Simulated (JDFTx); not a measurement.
Here is a JDFTx 1.7.0 (patched build) calculation.

Contents of Si.in:

```
lattice \
    0.0000000000     2.7218511865     2.7218511865 \
    2.7218511865     0.0000000000     2.7218511865 \
    2.7218511865     2.7218511865     0.0000000000
latt-scale 1.889726124626 1.889726124626 1.889726124626
coords-type Lattice
ion Si     0.5000000000     0.5000000000     0.5000000000 1
ion Si     0.7500000000     0.7500000000     0.7500000000 1

ion-species pseudo/Si.upf
elec-cutoff 18 144
elec-ex-corr gga-PBE
kpoint-folding 5 5 5
elec-smearing Fermi 0.0018374661
elec-n-bands 9
electronic-SCF nIterations 100 energyDiffThreshold 1e-09
electronic-minimize nIterations 30 energyDiffThreshold 1e-7
converge-empty-states yes
forces-output-coords Cartesian

dump-name run.$VAR
dump End Ecomponents EigStats BandEigs Kpoints Forces Stress State
```

Potentials or basis: PseudoDojo-SR-PBE-0.5-standard.

The run is started by

```console
$ jdftx -c 1 -i Si.in -o Si.out
```

Question: What does it give for the band gap on the k mesh?

Answer: 0.58 eV, indirect (least direct gap 2.55 eV).

Question: Estimate the pressure.

Answer: 1.4 GPa.

Caveat: the k mesh is coarse; the empty levels aren't tightly converged; an odd mesh through Γ misses points on the zone boundary, where band edges often lie.
